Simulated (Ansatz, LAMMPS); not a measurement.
# N in place of O at several sites of TiO2 with crystalline order left by the classical run (72 atoms), part 2 of 3

Aim: make N in place of O at several sites of TiO2 with crystalline order left by the classical run (72 atoms), relax each, and compare their energies.

Ansatz 0.2.0; Kohn-Sham DFT, PBE, PAW (set soft_2), plane waves.

The cell: 24 Ti and 48 O. The quench rate of 50 K/ps far exceeds what a furnace or splat quench reaches. The network of bonds at the start is that of the classical potential that made the cell. Sampling is at Γ alone, for a cell whose shortest periodic width is 10 Å.

So far. Step 2 (Single point at the start): The r.m.s. force at the start is 0.75 eV/Å. Step 3 (Relaxation): The relaxation converged after 8 steps, 3.84 eV below its start, with a largest force component of 0.033 eV/Å.

## Step 4: Single point at the relaxed geometry

The electronic structure is read at the final geometry, in a run of its own.

File input.yaml:

```yaml
crystal:
  lattice:
    - [9.6426, 0.0, 0.0]
    - [0.0, 9.6426, 0.0]
    - [0.0, 0.0, 9.6426]
  atoms:
    - { symbol: Ti, position: [0.24726, 0.75766, 0.95437] }
    - { symbol: Ti, position: [0.77714, 0.60614, 0.57404] }
    - { symbol: Ti, position: [0.59457, 0.81857, 0.99146] }
    - { symbol: Ti, position: [0.84458, 0.13841, 0.18544] }
    - { symbol: Ti, position: [0.55618, 0.36205, 0.09868] }
    - { symbol: Ti, position: [0.95337, 0.41194, 0.96379] }
    [... 60 atom lines left out ...]
    - { symbol: O, position: [0.43758, 0.1773, 0.27699] }
    - { symbol: O, position: [0.88136, 0.47473, 0.49747] }
    - { symbol: O, position: [0.42966, 0.19034, 0.58752] }
    - { symbol: O, position: [0.45109, 0.22101, 0.98158] }
    - { symbol: O, position: [0.92641, 0.21279, 0.60551] }
    - { symbol: O, position: [0.43357, 0.70478, 0.93863] }
kpoints:
  mp_grid: { grid: [1, 1, 1] }
hamiltonian:
  xc: pbe
scf:
  occupations: { method: fermi_dirac, width: 0.025 }
output:
  forces: true
  stress: true
  populations: true
  dos:
    method: { smearing: { sigma: 0.08 } }
    de: 0.1
    projected: { site_lists: { O: [O], Ti: [Ti] } }
  eigenvalues: true
  write_density: true
  write_potential: true
  volumetric_format: npy
```

Command:

```console
ansatz run input.yaml --threads 4 --pin off --max-ram 8192MiB --backend cpu --events-out ev --progress --plain --runs-dir out
```

Numbers of over 12 decimals in the logs are rounded to 6 here.

Output:

```text
[...]
Crystal: 72 atoms, lattice volume = 896.566 Å³
Basis set: ecut = 420 eV, 17461 PW (Γ), exchange–correlation on 144×144×144 points (8 copies of the dense FFT grid, shifted against one another)
Bands: 360, of which v1, the nominal top of the filled ones, is band 288 counted from 1 (287 counted from 0)
Symmetry: 1 space group operations
[...]
k-points: 1
[...]
SCF iter   1: F=—  HF=-87322.634878 eV  |F-HF|=—  |Δ(HF+E_count)|=         —  Δρ=4.25e-3  dr2=1.33e-1  ethr=1.77e-3  ⟨swp⟩=4.0  Hψ=1316  notcnv=0  defer=36
[...]
SCF iter  11: F=-87322.631180 eV  HF=-87322.631180 eV  |F-HF|=1.32e-9  |Δ(HF+E_count)|=   6.99e-8  Δρ=2.41e-6  dr2=5.59e-8  ethr=1.74e-11  ⟨swp⟩=15.0  Hψ=2462  notcnv=0
SCF 1 converged in 11 iterations: F = -87322.631180 eV  dr2 = 5.59e-8
[...]
SCF converged after 11 iterations
Free energy (F): -87322.631180 eV
[...]
Internal energy: -87322.631180 eV  (E = F + TS)
E sigma→0 (E₀):  -87322.631180 eV
Fermi energy:    7.290215 eV
[...]
--- Forces (eV/Å), atoms counted from 1 ---
  atom   1  Ti     0.00045008    -0.01171930     0.00371694
  atom   2  Ti     0.00624927    -0.00818984     0.00363039
  atom   3  Ti     0.00591407     0.00847717    -0.01170392
  atom   4  Ti     0.00133441     0.00965098     0.00640979
  atom   5  Ti    -0.00354461     0.00337432     0.01408295
  atom   6  Ti     0.00118798    -0.01845036     0.00789968
  atom   7  Ti     0.00339527     0.01781244    -0.00141595
  atom   8  Ti     0.00214279     0.01355829     0.00382150
  atom   9  Ti    -0.01365556     0.00010846    -0.00433096
  atom  10  Ti     0.03283478     0.01193492    -0.01152916
  atom  11  Ti     0.01086611     0.01892909    -0.00223262
  atom  12  Ti     0.00373791    -0.01736971    -0.00037249
  atom  13  Ti    -0.01239261    -0.02542905    -0.00667486
  atom  14  Ti    -0.00557183    -0.00197856     0.01041604
[...]
atom  71  O      0.00287473    -0.00093303     0.00162150
  atom  72  O      0.00523337    -0.00103449     0.00571410
  max |Σ_I F_I| component: 3.37e-5 eV/Å
--- Stress (GPa, compression-positive) ---
        3.114189      -1.598520      -0.437977
       -1.598520       2.610827       0.278120
       -0.437977       0.278120      -0.488666
  P = ⅓ Tr σ = 1.7454 GPa (17.454 kbar)
--- Band table (eV) ---
[...]
--- Löwdin populations: 72 sites ---
  site symbol       q [e]
     0     Ti     10.6562
     1     Ti     10.7059
     2     Ti     10.6921
[...]
71      O      6.6683
  spilling = 0.003400 (of n_electrons = 576.000000)
```

Wall time 57 s (4 threads of Intel Xeon at 2.50GHz (Skylake/Cascade Lake), shared host); peak memory 1.3 GiB.

Read from the output:

| Quantity | Value |
| --- | --- |
| free energy | -87322.6312 eV |
| free energy per atom | -1212.8143 eV/atom |
| SCF cycles | 11 |
| pressure | 1.745 GPa |
| r.m.s. force component | 0.00924 eV/Å |
| longest force | 0.04197 eV/Å |
| Fermi energy | 7.29 eV |
| gap (highest filled to lowest empty level) | 2.66 eV |
| spilling of the projection | 0.0034 |

Löwdin charges by element and coordination (they lack the spilled electrons, 0.027 e an atom on average):

```tsv
element	coordination	atoms	mean charge (e)	spread	least	most
O	all	48	-0.624	0.0474	-0.703	-0.525
O	2	24	-0.586	0.0305	-0.651	-0.525
O	3	22	-0.659	0.0259	-0.703	-0.602
O	4	2	-0.690	0.0104	-0.701	-0.680
Ti	all	24	1.33	0.0176	1.29	1.37
Ti	4	9	1.33	0.0155	1.29	1.34
Ti	5	4	1.32	0.0051	1.31	1.33
Ti	6	11	1.33	0.0213	1.31	1.37
```

Density of states as counts of states in windows of 0.5 eV (from the Fermi level), total and the larger projections:

```tsv
from (eV)	to (eV)	total	O p	Ti d
-10	-6	0.0	0.0	0.0
-6	-5.5	8.1	5.7	1.8
-5.5	-5	29.1	20.3	7.3
-5	-4.5	44.0	30.8	11.5
-4.5	-4	37.4	27.3	8.5
-4	-3.5	31.2	24.3	5.6
-3.5	-3	31.0	25.0	4.9
-3	-2.5	30.6	25.9	3.9
-2.5	-2	33.8	29.7	3.3
-2	-1.5	35.6	32.8	2.2
-1.5	-1	7.2	6.8	0.3
-1	1	0.0	0.0	0.0
1	1.5	3.0	0.3	2.7
1.5	2	22.2	1.7	19.9
2	2.5	33.5	3.7	28.7
2.5	3	31.1	4.9	24.7
```

The curve was stored every 0.10 eV, coarse against its broadening of 0.08 eV, so these counts are rough.

Between -26 and -10 eV lie 96 more states.

The stored curve holds about 384 of the 576 electrons; the rest, give or take the few that broadening carries across the Fermi level, lie in deeper levels below its range.

The levels nearest the highest filled one (over half full), pooled over k-points and spins:

```tsv
level less the highest filled one (eV)	occupation
-0.19	2
-0.174	2
-0.141	2
-0.115	2
-0.059	2
0	2
2.66	0
2.88	0
2.93	0
3.00	0
3.03	0
3.08	0
```

Valence density in the ab plane at fractional z = 0.797, with atoms of Ti and O within 0.2 Å of it. It is the smooth field of the valence electrons, not physical close to the nuclei.

Ten even steps from '_' (0.0 e/Å³) to '@' (9.0 e/Å³), each cell a mean:
```
==..____________________--**++..__________________..==
________________________..::..____________..::::..____
__________________________________________==@@%%--____
__________________________________________++@@%%--____
____________________________________..____::==--..____
________::::..____________________--==--..____________
______::++##--__________________..==**==..____________
______..==++::____________________::--::______________
________....______________::==--..____________________
________________________..**@@%%::____________________
________________________..**@@##::____________________
__________________________::--::________________..____
__________________::==::____________________..--==::__
________________..==##==..__________________..++##==__
__________________::==--____________________..----::__
____________________..________________________________
______________________________________________________
________::==::____________________..----..____________
______..==##==..__________________--##**::____________
________::==::____________________::====..____________
____________________________________..________________
______________________________________________________
==..____________________......____________________..--
##--____________________--**++..__________________::**
```
Columns run along a (9.6 Å), rows up along b (9.6 Å). Atoms in or near the plane, at fractional coordinates: Ti at (0.53, 0.58), Ti at (0.84, 0.86), O at (0.89, 0.43), O at (0.67, 0.73), O at (0.69, 0.22), O at (0.19, 0.22), O at (0.50, 0.99), O at (0.18, 0.71), O at (0.99, 0.01), O at (0.38, 0.42).

Electrostatic potential energy in the ab plane at fractional z = 0.797, with atoms of Ti and O within 0.2 Å of it. With pseudopotentials it is smooth inside the atoms' cores, unlike the true potential.

Values in eV, 13 rows by 16 columns, each cell a mean:
```
 -9  11  12  13  13  12  10 -15 -21   7  12   9  -1 -11  -2  -9
 11  13  13  12  12  12  12  12  11  12  11   5 -22 -33 -24   4
 12  12   8   6  10  11  12  13  12  11  -1  -3 -10 -23 -12   7
 12   9 -25 -28   6  12  12  10   8   5 -28 -26   6   7   9  12
 12  10  -5  -7  11  12   9  -6 -20 -13  -1   5  12  12  13  13
 12  12  12  13  13  12   6 -18 -33 -27   1  11  12  13  13  12
 12  13  13  13  12   1  -8  -3 -12  -6   8  12  12   2 -12   6
 12  13  12  11   9 -20 -32   1  10  10  11  11   9 -13 -32  -3
 12  12  12   9   7   5   4  12  13  13  11   8   6   6   6  11
 12  12  -9 -22   2   9  11  12  12  11 -12 -20   4   9  11  12
 11   9 -12 -24   4  12  12  11  10   8 -17 -24   6  12  12  12
  6   8   8  10  12  12  12  10   8   6   7   9  12  13  13   9
-28   5  10  12  13  12  10 -14 -20   5  10  11  11  10   9 -24
```
Columns run along a (9.6 Å; values clipped at the 3rd and 97th percentile), rows up along b (9.6 Å). Atoms in or near the plane, at fractional coordinates: Ti at (0.53, 0.58), Ti at (0.84, 0.86), O at (0.89, 0.43), O at (0.67, 0.73), O at (0.69, 0.22), O at (0.19, 0.22), O at (0.50, 0.99), O at (0.18, 0.71), O at (0.99, 0.01), O at (0.38, 0.42).

Filled and empty levels are parted by 2.66 eV (at Γ alone); a semilocal functional tends to put such gaps too low. In a disordered cell it changes from sample to sample, and tail or defect levels can set it. Mean Löwdin charges: O -0.62, Ti +1.33 e (they miss 0.34 % of the electrons, so they add up to more than the cell's charge). The largest share in the top eV of filled states is O p (92 % of the projected weight), and in the lowest eV of empty states Ti d (89 % of the projected weight).

## Step 5: N on a site of O, site O27

The site has 2 bonded neighbours (Ti2) at 1.84 Å on average, by cutoffs that count no bonds between two metal atoms or like ions. The change is made in the relaxed cell and the atoms are relaxed again, with spin allowed.

File input.yaml:

```yaml
crystal:
  lattice:
    - [9.6426, 0.0, 0.0]
    - [0.0, 9.6426, 0.0]
    - [0.0, 0.0, 9.6426]
  atoms:
    [... atom lines 1 to 23 left out ...]
    - { symbol: Ti, position: [0.06633, 0.06632, 0.98242], spin: 0.6 }
    - { symbol: O, position: [0.44544, 0.66364, 0.64491] }
    - { symbol: O, position: [0.91829, 0.71752, 0.65719] }
    - { symbol: "N", position: [0.97147, 0.99979, 0.12841], spin: 0.6 }
    - { symbol: O, position: [0.0083, 0.99472, 0.48462] }
    - { symbol: O, position: [0.67126, 0.68857, 0.44863] }
    - { symbol: O, position: [0.22424, 0.94037, 0.98204] }
    [... atom lines 31 to 72 left out ...]
magnetization:
  spin_polarized: true
kpoints:
  mp_grid: { grid: [1, 1, 1] }
hamiltonian:
  xc: pbe
scf:
  occupations: { method: fermi_dirac, width: 0.025 }
  lower_state_search: "off"
output:
  forces: true
  eigenvalues: true
relax:
  f_tol: 0.05
  max_steps: 90
```

Output:

```text
[...]
Crystal: 72 atoms, lattice volume = 896.566 Å³
Basis set: ecut = 420 eV, 17461 PW (Γ), exchange–correlation on 144×144×144 points (8 copies of the dense FFT grid, shifted against one another)
Bands: 361, of which v1, the nominal top of the filled ones, is band 288 counted from 1 (287 counted from 0)
Symmetry: 1 space group operations
[...]
k-points: 1
[...]
Starting moments: Σ|m| = 1.8 μB on 3 of 72 sites
[...]
SCF iter   1: F=—  HF=-87148.484813 eV  |F-HF|=—  |Δ(HF+E_count)|=         —  Δρ=3.75e-2 (↑3.10e-2 ↓3.75e-2)  dr2=6.33e1  dr2_m=5.59e-1  M=0.027 μB ∫|m|=0.481 μB  β_m=0.30  ethr=3.10e-3  ⟨swp⟩=4.0  Hψ=2557  notcnv=0  defer=48
[...]
spin=Collinear: Resta preconditioning applied to the charge; magnetization (m = ρ↑ − ρ↓) channel mixes plain (no charge-response kernel on spin).
SCF iter   2: F=—  HF=-87140.470910 eV  |F-HF|=—  |Δ(HF+E_count)|=    8.01e0  Δρ=2.37e-2 (↑2.11e-2 ↓2.37e-2)  dr2=2.45e1  dr2_m=2.95e-1  M=0.623 μB ∫|m|=0.775 μB  β_m=0.30  ethr=3.10e-3  ⟨swp⟩=2.0  Hψ=1132  notcnv=0  defer=136
[...]
SCF iter   8: F=—  HF=-87136.244074 eV  |F-HF|=—  |Δ(HF+E_count)|=   3.57e-2  Δρ=1.88e-3 (↑1.71e-3 ↓1.88e-3)  dr2=1.13e-2  dr2_m=2.30e-2  M=1.000 μB ∫|m|=1.087 μB  β_m=0.30  ethr=5.41e-6  ⟨swp⟩=2.0  Hψ=1100  notcnv=0  defer=128
[...]
spin-set hold released at iteration 8 (site moments contracting): the magnetisation degrees of freedom join the quasi-Newton model from the next iteration; the mixer history was flushed
SCF iter   9: F=—  HF=-87136.255678 eV  |F-HF|=—  |Δ(HF+E_count)|=   1.16e-2  Δρ=1.59e-3 (↑1.31e-3 ↓1.59e-3)  dr2=8.14e-3  dr2_m=1.53e-2  M=1.000 μB ∫|m|=1.098 μB  β_m=0.58  ethr=1.97e-6  ⟨swp⟩=2.0  Hψ=884  notcnv=0  defer=128
[...]
SCF iter  15: F=-87136.280273 eV  HF=-87136.280279 eV  |F-HF|=6.12e-6  |Δ(HF+E_count)|=   6.10e-6  Δρ=2.12e-5 (↑1.48e-5 ↓2.12e-5)  dr2=8.98e-6  dr2_m=7.18e-7  M=1.000 μB ∫|m|=1.146 μB  ethr=2.76e-9  ⟨swp⟩=2.0  Hψ=2228  notcnv=0
SCF 1 converged in 15 iterations: F = -87136.280273 eV  dr2 = 8.98e-6
[...]
relax step   1: F+E_penalty+E_count = -87136.28027330 eV  Δ(F+E_penalty+E_count) = +0.000e0 eV  max|allowed force component| = 1.068e0 eV/Å  Δτ_max = 0.0000 Å  (15 SCF iters, dr2 threshold 6.25e-5 eV, accepted)
[... from here on, the SCF cycles and remarks between the steps are left out ...]
relax step   2: F+E_penalty+E_count = -87136.41068200 eV  Δ(F+E_penalty+E_count) = -1.304e-1 eV  max|allowed force component| = 5.463e-1 eV/Å  Δτ_max = 0.0724 Å  (9 SCF iters, dr2 threshold 7.13e-5 eV, accepted)
relax step   3: F+E_penalty+E_count = -87136.48802389 eV  Δ(F+E_penalty+E_count) = -7.734e-2 eV  max|allowed force component| = 1.797e-1 eV/Å  Δτ_max = 0.1083 Å  (9 SCF iters, dr2 threshold 1.87e-5 eV, accepted)
relax step   4: F+E_penalty+E_count = -87136.52739487 eV  Δ(F+E_penalty+E_count) = -3.937e-2 eV  max|allowed force component| = 2.379e-1 eV/Å  Δτ_max = 0.0899 Å  (9 SCF iters, dr2 threshold 3.50e-6 eV, accepted)
relax step   5: F+E_penalty+E_count = -87136.56358941 eV  Δ(F+E_penalty+E_count) = -3.619e-2 eV  max|allowed force component| = 4.427e-1 eV/Å  Δτ_max = 0.1755 Å  (9 SCF iters, dr2 threshold 6.13e-6 eV, accepted)
relax step   6: F+E_penalty+E_count = -87136.60663448 eV  Δ(F+E_penalty+E_count) = -4.305e-2 eV  max|allowed force component| = 1.870e-1 eV/Å  Δτ_max = 0.0449 Å  (7 SCF iters, dr2 threshold 1.00e-4 eV, accepted)
relax step   7: F+E_penalty+E_count = -87136.63932537 eV  Δ(F+E_penalty+E_count) = -3.269e-2 eV  max|allowed force component| = 1.326e-1 eV/Å  Δτ_max = 0.0967 Å  (8 SCF iters, dr2 threshold 6.24e-6 eV, accepted)
relax step   8: F+E_penalty+E_count = -87136.64817151 eV  Δ(F+E_penalty+E_count) = -8.846e-3 eV  max|allowed force component| = 1.026e-1 eV/Å  Δτ_max = 0.0869 Å  (9 SCF iters, dr2 threshold 3.13e-6 eV, accepted)
relax step   9: F+E_penalty+E_count = -87136.63328842 eV  Δ(F+E_penalty+E_count) = +1.488e-2 eV  max|allowed force component| = 4.952e-1 eV/Å  Δτ_max = 0.1498 Å  (9 SCF iters, dr2 threshold 5.29e-6 eV, rejected (line search))
relax step  10: F+E_penalty+E_count = -87136.66620683 eV  Δ(F+E_penalty+E_count) = -1.804e-2 eV  max|allowed force component| = 5.944e-2 eV/Å  Δτ_max = 0.0744 Å  (12 SCF iters, accepted)
relax step  11: F+E_penalty+E_count = -87136.68060410 eV  Δ(F+E_penalty+E_count) = -1.440e-2 eV  max|allowed force component| = 8.885e-2 eV/Å  Δτ_max = 0.1000 Å  (11 SCF iters, accepted)
relax step  12: F+E_penalty+E_count = -87136.70178329 eV  Δ(F+E_penalty+E_count) = -2.118e-2 eV  max|allowed force component| = 1.051e-1 eV/Å  Δτ_max = 0.1487 Å  (9 SCF iters, dr2 threshold 2.65e-6 eV, accepted)
relax step  13: F+E_penalty+E_count = -87136.66274271 eV  Δ(F+E_penalty+E_count) = +3.904e-2 eV  max|allowed force component| = 5.295e-1 eV/Å  Δτ_max = 0.1680 Å  (8 SCF iters, dr2 threshold 1.10e-5 eV, rejected (line search))
relax step  14: F+E_penalty+E_count = -87136.71445417 eV  Δ(F+E_penalty+E_count) = -1.267e-2 eV  max|allowed force component| = 2.468e-1 eV/Å  Δτ_max = 0.0840 Å  (12 SCF iters, accepted)
relax step  15: F+E_penalty+E_count = -87136.72092559 eV  Δ(F+E_penalty+E_count) = -6.471e-3 eV  max|allowed force component| = 1.594e-1 eV/Å  Δτ_max = 0.0259 Å  (6 SCF iters, dr2 threshold 6.09e-5 eV, accepted)
relax step  16: F+E_penalty+E_count = -87136.72347252 eV  Δ(F+E_penalty+E_count) = -2.547e-3 eV  max|allowed force component| = 1.334e-1 eV/Å  Δτ_max = 0.0173 Å  (6 SCF iters, dr2 threshold 1.06e-5 eV, accepted)
relax step  17: F+E_penalty+E_count = -87136.72640000 eV  Δ(F+E_penalty+E_count) = -2.927e-3 eV  max|allowed force component| = 1.114e-1 eV/Å  Δτ_max = 0.0099 Å  (6 SCF iters, dr2 threshold 7.43e-6 eV, accepted)
relax step  18: F+E_penalty+E_count = -87136.72821164 eV  Δ(F+E_penalty+E_count) = -1.812e-3 eV  max|allowed force component| = 2.512e-2 eV/Å  Δτ_max = 0.0059 Å  (5 SCF iters, dr2 threshold 8.64e-6 eV, accepted)
relax step  19: F+E_penalty+E_count = -87136.72821267 eV  Δ(F+E_penalty+E_count) = -1.030e-6 eV  max|allowed force component| = 2.524e-2 eV/Å  Δτ_max = 0.0000 Å  (4 SCF iters, accepted)
SCF converged after 4 iterations
Magnetization: 1.0000 μB (288.0000 up, 287.0000 down)
Absolute magnetization: 1.1825 μB (∫|ρ↑−ρ↓|, with the PAW one-centre terms)
[...]
Per-site moments (μB) at R_I (Å): [(-0.000226507, 0.740336), (2.4569481794086717e-5, 0.727915), (-0.000158284, 0.728595), (-0.0048184, 0.746637), (-4.776546639298863e-5, 0.749709), [...]
Free energy (F): -87136.728213 eV
[...]
Internal energy: -87136.728213 eV  (E = F + TS)
E sigma→0 (E₀):  -87136.728213 eV
Fermi energy:    6.863678 eV
[...]
--- Forces (eV/Å), atoms counted from 1 ---
  atom   1  Ti    -0.00126440     0.00321981    -0.00282712
  atom   2  Ti    -0.00555515    -0.00294245     0.01333678
  atom   3  Ti     0.00270088     0.00724715     0.01515052
  atom   4  Ti    -0.00660583     0.00280296    -0.00657052
  atom   5  Ti     0.00876198     0.01583172    -0.00656109
  atom   6  Ti    -0.00437469     0.00887505    -0.00101631
  atom   7  Ti    -0.00994090    -0.00551614     0.00146353
  atom   8  Ti    -0.00367472    -0.00597860     0.01036109
  atom   9  Ti     0.00904392    -0.01680975     0.00773802
  atom  10  Ti    -0.00152480     0.00658543     0.00885111
  atom  11  Ti     0.00491104     0.00297160    -0.01329656
  atom  12  Ti     0.00393399     0.00231112     0.01166647
  atom  13  Ti    -0.00425379    -0.00619602     0.00509877
  atom  14  Ti    -0.00298599     0.02524626    -0.00839788
[...]
atom  71  O      0.00037780     0.00451377    -0.00288865
  atom  72  O     -0.00407799     0.00027234    -0.00373863
  max |Σ_I F_I| component: 1.65e-4 eV/Å
--- Band table (eV) ---
[...]
--- Relaxed structure (19 steps of the walk, 17 accepted, 0 SCFs on fresh bases) ---
  F+E_penalty+E_count = -87136.72821267 eV   max|allowed force component| = 2.524e-2 eV/Å
  atoms:
    - { symbol: Ti, position: [0.249444, 0.750256, 0.951932] }
    - { symbol: Ti, position: [0.773374, 0.614312, 0.595338] }
    - { symbol: Ti, position: [0.604021, 0.815291, 0.980312] }
    - { symbol: Ti, position: [0.842179, 0.140861, 0.189744] }
[...]
- { symbol: O, position: [0.437881, 0.704303, 0.933515] }
```

It took 16 min on 4 threads; peak memory 2.1 GiB; 44 min of CPU time.

The relaxation converged after 19 steps, 0.448 eV below its start, with a largest force component of 0.025 eV/Å.

Local excerpt of 14 atoms (numbers count through the whole input) about the N atom, after relaxation; x, y, z are measured from there.

```tsv
atom	x	y	z	distance (Å)	bonds	moment (μB)
N27	0.00	0.00	0.00	0.00	3	0.51
Ti24	0.66	0.35	-1.76	1.91	6	-0.01
Ti4	-1.43	1.42	0.17	2.02	5	0.00
Ti22	0.95	-1.01	1.69	2.19	5	-0.01
O58	-0.30	-2.24	1.05	2.49	2	0.10
O47	-0.43	2.02	-1.52	2.56	3	0.03
O63	-0.24	-1.73	-2.00	2.65	3	0.07
O52	-2.28	0.32	1.41	2.70	2	0.02
O40	2.54	-0.36	0.96	2.74	2	0.01
O38	2.05	1.67	-1.04	2.84	3	0.01
O65	-0.69	2.44	1.48	2.93	3	0.01
Ti14	-0.91	-2.73	-0.58	2.94	4	-0.01
O28	0.17	0.07	2.97	2.98	3	0.00
O30	2.35	-0.58	-1.85	3.04	3	0.00
```

The column of bonds counts only the pairs O-Ti within 2.73 Å, Ti-N within 2.70 Å; other neighbours, such as metal atoms beside each other in a compound, aren't counted, and periodic images can show an atom twice.

The largest move is 0.53 Å, by O63.

## Step 6: N on a site of O, site O70

The site has 4 bonded neighbours (Ti4) at 2.10 Å on average. 

Input and log are left out; they have the form of those shown for this kind of step.

Run time: 13 min. Hardware: 4 threads of Intel Xeon at 2.50GHz (Skylake/Cascade Lake), shared host; peak memory 2.1 GiB; 33 min of CPU time.

The relaxation converged after 13 steps, 0.171 eV below its start, with a largest force component of 0.025 eV/Å.

(Part 2 of 3 ends here.)

[Logs are printed without paths, hosts, clocks, repeated set-up lines and the standing remarks that a program may print on its own settings, such as how far it seeks lower states.]

[Hosts, paths, dates, database ids (printed as entryN), source tags and the programs' standing remarks are cut or masked in the printed files.]
